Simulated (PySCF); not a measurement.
## Basis-set dependence of excited states

Species: 1,3-cyclohexadiene, C₆H₈.
InChI=1S/C6H8/c1-2-4-6-5-3-1/h1-4H,5-6H2

TDDFT with PBE0 (PySCF), vertical singlets, core orbitals frozen in the response, spherical d and f functions. The structure is a single PBE0-D3(BJ)/def2-SVP conformer in the gas phase; no vibrational or solvent corrections.

Problem. Compare 6-31G*, def2-SVP, 6-31+G*, def2-SVPD, aug-cc-pVDZ, def2-TZVP and def2-TZVPD for this molecule.

Solution. 

```tsv
basis	functions	diffuse	S1 (eV)	S2 (eV)	S3 (eV)	S4 (eV)	S5 (eV)	LUMO (eV)	α (au)
6-31G*	100	no	4.86	6.82	6.86	7.16	7.35	-0.32	57.7
def2-SVP	124	no	4.80	6.70	6.70	6.79	7.06	-0.61	60.7
6-31+G*	124	yes	4.69	5.45	6.03	6.05	6.32	-0.70	67.5
def2-SVPD	184	yes	4.70	5.87	6.49	6.60	6.64	-0.77	69.1
aug-cc-pVDZ	210	yes	4.63	5.10	5.66	5.68	5.82	-0.78	71.4
def2-TZVP	234	no	4.67	6.23	6.59	6.59	6.95	-0.74	67.8
def2-TZVPD	294	yes	4.64	5.43	6.11	6.12	6.45	-0.78	70.8
```

States are compared by their number. Against the largest diffuse basis here (def2-TZVPD, itself not a converged limit), sets without diffuse functions differ by up to 0.23 eV in S1 and 0.91 eV in S5; the smaller diffuse sets differ by up to 0.06 and 0.62 eV. State by state, the largest deviation of a set without diffuse functions is S1 0.23, S2 1.39, S3 0.75, S4 1.04, S5 0.91 eV. The same number needn't mean the same state in each row. Against def2-TZVPD the polarisability deviates by -19% in 6-31G*, -14% in def2-SVP, -5% in 6-31+G*, -3% in def2-SVPD, +1% in aug-cc-pVDZ, -4% in def2-TZVP. A single + in a Pople set puts diffuse functions on heavy atoms only.
